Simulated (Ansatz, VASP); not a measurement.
Au: VASP beside Ansatz

```
CELL_PARAMETERS angstrom
-1.65065 1.65065 1.65065
1.65065 -1.65065 1.65065
1.65065 1.65065 -1.65065
ATOMIC_POSITIONS crystal
Au 0.00000 0.00000 0.00000
```

This isn't the form of Au at room conditions, which is fcc.

Alike in both runs: functional PBE; k mesh 18 × 18 × 18; occupations gaussian, width 0.1 eV; no spin polarisation.

Ansatz relaxed the structure, and its values are those at the end. VASP's run is a single point on that final structure, the one shown.

```csv
,VASP,Ansatz
version,VASP 6.6.1,Ansatz 0.2.0
potentials or method,"VASP PAW PBE potentials, release 64 (Au)","scalar-relativistic, plane waves, PAW"
plane-wave cutoff (eV),520,420
valence electrons in the cell,11,19
```

```csv
,VASP,Ansatz,Ansatz less VASP
gap on the k mesh at the Fermi level (eV),none,none,-
pressure (GPa),-0.2,0.0,+0.18
```

A gap of «none» marks a metal or a gap that the smearing closes. The functional is the same, so the differences come from potentials, cutoffs and numerics. The two sets of potentials don't hold the same shells in valence.

Spin-orbit coupling is left out, which matters for the levels of Au.
